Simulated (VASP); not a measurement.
**Mg2Ge: single point with PBE**

The system is Mg2Ge.

```xyz
3
Lattice="0.0000 3.2110 3.2110 3.2110 0.0000 3.2110 3.2110 3.2110 0.0000" Properties=species:S:1:pos:R:3 pbc="T T T"
Mg    1.6055    1.6055    1.6055
Mg    4.8164    4.8164    4.8164
Ge    0.0000    0.0000    0.0000
```

* Program: VASP 6.6.1
* Task: single point
* Functional: PBE
* Potentials or basis: VASP PAW PBE potentials, release 64 (Mg, Ge_d)
* Cutoff: 520 eV
* k mesh: 10 × 10 × 10
* Occupations: gaussian, width 0.01 eV
* Spin: no spin polarisation
* Dipole correction: no
* Further INCAR settings: ALGO = Normal; EDIFF = 1e-06; NBANDS = 16

The pressure is -0.2 GPa and the band gap on the k mesh is 0.16 eV, indirect (least direct gap 0.94 eV).

Levels at points of the mesh, in eV from the valence-band top:
| k point | band 7 | band 8 | band 9 | band 10 | band 11 | band 12 |
| --- | --- | --- | --- | --- | --- | --- |
| (0.00, 0.00, 0.00) | 0.00 | 0.00 | 0.00 | 0.94 | 2.78 | 2.78 |
| (0.50, 0.00, 0.00) | -4.79 | -0.73 | -0.73 | 0.93 | 2.74 | 2.74 |
| (0.50, 0.50, 0.00) | -4.48 | -1.99 | -1.99 | 0.16 | 0.51 | 7.80 |

Run time: 58 s on 1 thread of Intel(R) Xeon(R) Platinum 8488C (Sapphire Rapids) (shared host), peak memory 0.22 GiB.

A k mesh can miss the band edges. A hybrid or GW would open this gap; PBE tends to underestimate it.
